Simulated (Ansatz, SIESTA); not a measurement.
This is a calculation of Sb for Ansatz 0.2.0. Atoms were shifted at random by some hundredths of an Å from the given cell, which wasn't relaxed again for these runs. This isn't the form of Sb at room conditions, which is rhombohedral.

input.yaml

```yaml
crystal:
  lattice:
    - [-4.0300106443, 4.0300106443, 2.0254867038]
    - [4.0300106443, -4.0300106443, 2.0254867038]
    - [4.0300106443, 4.0300106443, -2.0254867038]
  atoms:
    - { symbol: Sb, position: [0.647241, 0.148693, 0.808295] }
    - { symbol: Sb, position: [0.144894, 0.345836, 0.495741] }
    - { symbol: Sb, position: [0.34758, 0.850244, 0.195521] }
    - { symbol: Sb, position: [0.850448, 0.647855, 0.498503] }
kpoints:
  mp_grid: { grid: [7, 7, 7] }
scf:
  occupations: { method: fermi_dirac, width: 0.05 }
hamiltonian:
  xc: pbesol
  pseudopotentials: { kind: all_electron, lapw: { basis_error: 0.001 } }
output:
  forces: true
  stress: true
  eigenvalues: true
  populations: true
```

Potentials or basis: all-electron LAPW, scalar-relativistic.

Launch:

```bash
$ ansatz run input.yaml --threads 2 --pin off --max-ram 8192MiB --backend cpu --events-out ev --progress --plain --runs-dir out
```

Q: What does the same run look like in SIESTA 5.4.2? Potentials or basis there: files PseudoDojo sr-pbesol-0.4.1-standard, DZP (energy shift 0.003 Ry; two zetas on semicore shells).

A: As run (cutoffs and basis follow the program's own potentials, and thresholds, step limits or extra output files can differ):

File Sb.fdf:

```
SystemName                      Sb
SystemLabel                     Sb
NumberOfSpecies                 1
NumberOfAtoms                   4
%block ChemicalSpeciesLabel
  1  51 Sb
%endblock ChemicalSpeciesLabel

LatticeConstant                 1.0 Ang
%block LatticeVectors
    -4.0300106443     4.0300106443     2.0254867038
     4.0300106443    -4.0300106443     2.0254867038
     4.0300106443     4.0300106443    -2.0254867038
%endblock LatticeVectors
AtomicCoordinatesFormat         Fractional
%block AtomicCoordinatesAndAtomicSpecies
     0.6472410000     0.1486930000     0.8082950000  1  Sb
     0.1448940000     0.3458360000     0.4957410000  1  Sb
     0.3475800000     0.8502440000     0.1955210000  1  Sb
     0.8504480000     0.6478550000     0.4985030000  1  Sb
%endblock AtomicCoordinatesAndAtomicSpecies

%block kgrid.MonkhorstPack
    7   0   0  0.0
    0   7   0  0.0
    0   0   7  0.0
%endblock kgrid.MonkhorstPack
XC.Functional                   GGA
XC.Authors                      PBEsol
PAO.BasisSize                   DZP
PAO.EnergyShift                 0.003 Ry
Mesh.Cutoff                     500 Ry
OccupationFunction              FD
ElectronicTemperature           0.05 eV
MaxSCFIterations                120
SCF.MustConverge                false
SCF.Mixer.Method                Pulay
SCF.Mixer.Weight                0.25
SCF.Mixer.History               8
SCF.DM.Tolerance                5.0e-05
SCF.H.Tolerance                 1.0e-03 eV
WriteForces                     true
Charge.Mulliken                 end
%block PAO.Basis
  Sb 4
  n=5 0 2
    5.972 0.000
  n=5 1 2
    7.842 0.000
  n=4 2 2
    3.490 0.000
  n=5 2 1
    7.842
%endblock PAO.Basis
```

Potentials or basis: PseudoDojo 0.4 standard (PBEsol files), converted to PSML, two zetas on semicore shells, DZP (energy shift 0.003 Ry; two zetas on semicore shells).

The run is started by

```bash
$ siesta Sb.fdf > Sb.out 2>&1
```

Both were run:

|  | Ansatz | SIESTA |
| --- | --- | --- |
| Pressure | -0.7 GPa | 0.9 GPa |

Where Ansatz's input types no cutoff or centring, it takes its own default and a Γ-centred mesh.

Pressure is positive in compression.
